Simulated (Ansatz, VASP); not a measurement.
**One calculation of MgS, two programs**

The input INCAR:

```
SYSTEM = MgS
  PREC = Accurate
  ENCUT = 520
  EDIFF = 1E-6
  ISMEAR = 0
  SIGMA = 0.05
  LREAL = .False.
  LASPH = .True.
  NELM = 100
  ALGO = Normal
  ISIF = 2
  LWAVE = .False.
  LCHARG = .True.
  GGA = PS
  LELF = .True.
  LVHAR = .True.
  NBANDS = 11
```

File KPOINTS:

```
Automatic mesh
0
Gamma
  8 8 8
  0 0 0
```

File POSCAR:

```
MgS
1.0
    0.0000000000      2.5366087500      2.4715675000
    2.5366087500      0.0000000000      2.4715675000
    2.5366087500      2.5366087500      0.0000000000
Mg S
1 1
Direct
    0.0000000000      0.0000000000      0.0000000000
    0.5000000000      0.5000000000      0.5000000000
```

Input for Ansatz:

```yaml
crystal:
  lattice:
    - [0.0, 2.53660875, 2.4715675]
    - [2.53660875, 0.0, 2.4715675]
    - [2.53660875, 2.53660875, 0.0]
  atoms:
    - { symbol: Mg, position: [0.0, 0.0, 0.0] }
    - { symbol: S, position: [0.5, 0.5, 0.5] }
basis:
  ecutwfc: 420
kpoints:
  mp_grid: { grid: [8, 8, 8] }
hamiltonian:
  xc: pbesol
scf:
  occupations: { method: gaussian, width: 0.05 }
output:
  forces: true
  stress: true
  eigenvalues: true
```

Change from the starting cell: strain -0.025 along x and y, -0.050 along z, atoms carried along.

Alike in both runs: task single point; functional PBEsol; k mesh 8 × 8 × 8; occupations gaussian, width 0.05 eV; no spin polarisation.

```csv
,VASP,Ansatz
version,VASP 6.6.1,Ansatz 0.2.0
potentials or method,"VASP PAW PBE potentials, release 64 (Mg, S)","scalar-relativistic, plane waves, PAW"
plane-wave cutoff (eV),520,420
valence electrons in the cell,8,16
```

VASP gave:

| Property | Result |
| --- | --- |
| gap on the k mesh at the Fermi level (eV) | 2.77 |
| least direct gap on the mesh (eV) | 4.40 |
| pressure (GPa) | 8.4 |
| largest component of the traceless stress (GPa) | 3.13 |

Which values does Ansatz return?

gap on the k mesh at the Fermi level (eV): 2.76; least direct gap on the mesh (eV): 4.40; pressure (GPa): 8.5; largest component of the traceless stress (GPa): 3.13.

The two sets of potentials don't hold the same shells in valence.

Caveats: the PAW data sets were made with another functional, which shifts forces and pressure a little (VASP). A k mesh can miss the band edges.
